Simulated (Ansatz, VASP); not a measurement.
**MgO (scan) in VASP and in Ansatz**

```
Mg O
1.0
     0.00000    2.05426    2.05426
     2.05426    0.00000    2.05426
     2.05426    2.05426    0.00000
Mg O
1 1
Direct
  0.00000 0.00000 0.00000
  0.50000 0.50000 0.50000
```

Alike in both runs: functional r2SCAN; k mesh 10 × 10 × 10; occupations gaussian, width 0.02 eV; no spin polarisation.

Ansatz relaxed the structure, and its values are those at the end. VASP's run is a single point on that final structure, the one shown.

|  | VASP | Ansatz |
| --- | --- | --- |
| version | VASP 6.6.1 | Ansatz 0.2.0 |
| potentials or method | VASP PAW PBE potentials, release 64 (Mg, O) | scalar-relativistic, plane waves, PAW |
| plane-wave cutoff (eV) | 520 | 500 |
| valence electrons in the cell | 8 | 16 |

Ansatz gave:

```
gap on the k mesh at the Fermi level (eV) : 6.42
least direct gap on the mesh (eV)         : 6.42
pressure (GPa)                            : 13.3
```

Question: What did VASP give for the same quantities?

Answer: gap on the k mesh at the Fermi level (eV): 6.40; least direct gap on the mesh (eV): 6.40; pressure (GPa): 12.1.

The two sets of potentials don't hold the same shells in valence.

Caveats: the PAW data sets were made with another functional, which shifts forces and pressure a little (VASP). r2SCAN opens gaps a little over a GGA but as a rule still falls short of measured ones.
